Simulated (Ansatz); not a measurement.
# Li: the cost of one run

Computed with Ansatz 0.2.0 (DFT PBE+D3(BJ), scalar-relativistic, plane waves, PAW, unless a step's input says otherwise).

This is Li in the fcc structure; at room conditions it is bcc.

1 further run of the same task is left out (it didn't finish).

**1. The system as given**

It takes space group Fm-3m (No. 225, cubic). Conventional cell: a = 4.404 Å, b = 4.404 Å, c = 4.404 Å, α = 90.00°, β = 90.00°, γ = 90.00°. Li (site symmetry m-3m) has 12 Li at 3.11 Å as nearest neighbours.

As a file:

```cif
data_structure
_symmetry_space_group_name_H-M 'P 1'
_symmetry_Int_Tables_number 1
_cell_length_a 3.1141
_cell_length_b 3.1141
_cell_length_c 3.1141
_cell_angle_alpha 60.000
_cell_angle_beta 60.000
_cell_angle_gamma 60.000
_cell_volume 21.35
loop_
_atom_site_label
_atom_site_type_symbol
_atom_site_fract_x
_atom_site_fract_y
_atom_site_fract_z
_atom_site_occupancy
Li1 Li 0.00000 0.00000 0.00000 1
```

No relaxation comes first: the listed cell is the starting point.

**2. Zero of the scan**

The input, input.yaml:

```yaml
crystal:
  lattice:
    - [0.0, 2.202, 2.202]
    - [2.202, 0.0, 2.202]
    - [2.202, 2.202, 0.0]
  atoms:
    - { symbol: Li, position: [0.0, 0.0, 0.0] }
basis:
  ecutwfc: 420
kpoints:
  mp_grid: { grid: [18, 18, 18] }
hamiltonian:
  xc: pbe
  dispersion: d3bj
scf:
  occupations: { method: gaussian, width: 0.15 }
output:
  forces: true
  stress: true
  eigenvalues: true
```

Launch:

```bash
> ansatz run input.yaml --threads 1 --pin off --max-ram 1228MiB --backend cpu --events-out ev --progress --plain --runs-dir out
```

**Question.** How long does this run take on 1 thread of an x86-64 CPU, shared host, and how much memory does it need?

About 1.4 s, with a peak of 0.35 GiB.
